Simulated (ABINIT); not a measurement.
Crystal: MgB2.

```xyz
3
Lattice="3.0850 0.0000 0.0000 -1.5425 2.6717 0.0000 0.0000 0.0000 3.5230" Properties=species:S:1:pos:R:3 pbc="T T T"
Mg    0.0000    0.0000    0.0000
B     1.5425    0.8906    1.7615
B     0.0000    1.7811    1.7615
```

```yaml
Program: ABINIT 10.8.3 (patched build)
Task: relaxation of cell and atoms
Functional: LDA
Potentials_or_basis: JTH PAW PBE v2.0
Cutoff: 626 eV
k_mesh: 10 × 10 × 8
Occupations: fermi-dirac, width 0.05 eV
Spin: no spin polarisation
```

At the start: pressure -6.8 GPa; volume 9.68 Å³/atom.

Q: Where does the relaxation end?

A: Over 5 steps the energy falls by 9.7 meV/atom and the volume is 9.23 Å³/atom (-4.6 %); space group P6/mmm (No. 191, to 0.05 Å).

The path:
```
step  energy change (eV)  largest force (eV/Å)  pressure (GPa)  volume (Å³)
   1              0.0000                0.0000           -6.80        29.04
   2             -0.0199                0.0000           -3.77        28.44
   3             -0.0283                0.0000            0.13        27.73
   4             -0.0287                0.0000            0.06        27.73
   5             -0.0292                0.0000            0.00        27.69
```

Final structure:
```
Mg B
1.0
     3.04597    0.00000    0.00000
    -1.52298    2.63788    0.00000
     0.00000    0.00000    3.44627
Mg B
1 2
Cartesian
  0.0000 0.0000 0.0000
  1.5230 0.8793 1.7231
  0.0000 1.7586 1.7231
```

Caveat: the PAW data sets were made with another functional, which shifts forces and pressure a little; the atomic spheres overlap.
